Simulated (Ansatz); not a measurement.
LiH (started from an entry of an open crystallographic database) with hydrogen sites as listed, relaxed with r2SCAN+rVV10, was run in the PAW code Ansatz under altered settings. All numbers are computed, without spin polarisation but where a row says otherwise.

```
Li H
1.0
     0.00000    1.99847    1.99847
     1.99847    0.00000    1.99847
     1.99847    1.99847    0.00000
Li H
1 1
Direct
  0.00000 0.00000 0.00000
  0.50000 0.50000 0.50000
```

The base run's other keys:
```yaml
kpoints:
  mp_grid: { grid: [8, 8, 8] }
hamiltonian:
  xc: pbesol
scf:
  occupations: { method: fixed }
  n_extra_bands: 4
```

It takes 6 iterations with 331 plane waves at 420 eV and 29 k points, and leaves a mean stress of -0.46 GPa. The gap over this mesh is 2.739 eV. It ran on 4 threads of Arm Neoverse N1 (shared host).

Outcomes, with energy and stress as changes against the base:
```
                                 setting            outcome  ΔF (meV/atom)  Δ mean stress (GPa)  gap on the mesh (eV)  iterations  wall time
                    scf.mixing.beta: 1.0          converged            0.0                 0.00                 2.739           6     0.38 s
                    scf.n_extra_bands: 0          converged            0.0                 0.00                 2.739           6     0.35 s
  scf.occupations: methfessel_paxton 0.2          converged            0.0                 0.00                 2.739           5     0.39 s
                        basis.xc_grid: 3          converged            0.0                 0.00                 2.739           6     0.49 s
           scf.occupations: gaussian 0.5          converged            0.0                 0.00                 2.739           6     0.44 s
    scf.convergence.dr2_threshold: 1e-12          converged            0.0                 0.00                 2.739           8     0.46 s
      kpoints.mp_grid.shift: [0, 0, 0.5]  converged, warned           -0.1                -0.01                 3.366           6     0.59 s
                      basis.ecutwfc: 900          converged           -0.9                -0.01                 2.739           6     0.63 s
         kpoints.mp_grid.grid: [5, 5, 5]          converged           -0.2                +0.01                 3.781           6     0.42 s
                 basis.ecutrho_ratio: 12          converged            0.0                 0.00                 2.739           6     0.54 s
      scf.occupations: fermi_dirac 0.001          converged            0.0                 0.00                 2.739           6     0.47 s
         scf.mixing.preconditioner: none          converged            0.0                 0.00                 2.739           6     0.44 s
scf.occupations: methfessel_paxton 0.001          converged            0.0                 0.00                 2.739           5     0.44 s
               scf.occupations: cold 1.5          converged            0.0                 0.00                 2.739          11     0.56 s
```
A dash marks a value that wasn't obtained or can't be compared. Stress is positive in compression. Its mean hides that meshes of lower symmetry stress the axes unequally. The base took 0.38 s.

- kpoints.mp_grid.shift: [0, 0, 0.5]. The free energy moves by -0.1 meV an atom, the mean stress by -0.01 GPa and the gap on the mesh by +0.627 eV (to 3.366). The mesh breaks the crystal's symmetry, so the stress, and any force that symmetry no longer fixes, lose it too. The gap changes mostly because other points are sampled; a mesh that misses a band edge overestimates it. Warned: symmetry narrowed by mesh.
- kpoints.mp_grid.grid: [5, 5, 5]. The free energy moves by -0.2 meV an atom, the mean stress by +0.01 GPa and the gap on the mesh by +1.042 eV (to 3.781). The gap changes mostly because other points are sampled; a mesh that misses a band edge overestimates it. The mesh is too coarse.

Within 1 meV an atom, 0.1 GPa and 0.005 eV of the base stay: scf.mixing.beta: 1.0; scf.n_extra_bands: 0; scf.occupations: methfessel_paxton 0.2; basis.xc_grid: 3; scf.occupations: gaussian 0.5; scf.convergence.dr2_threshold: 1e-12; basis.ecutwfc: 900; basis.ecutrho_ratio: 12; scf.occupations: fermi_dirac 0.001; scf.mixing.preconditioner: none; scf.occupations: methfessel_paxton 0.001; scf.occupations: cold 1.5.
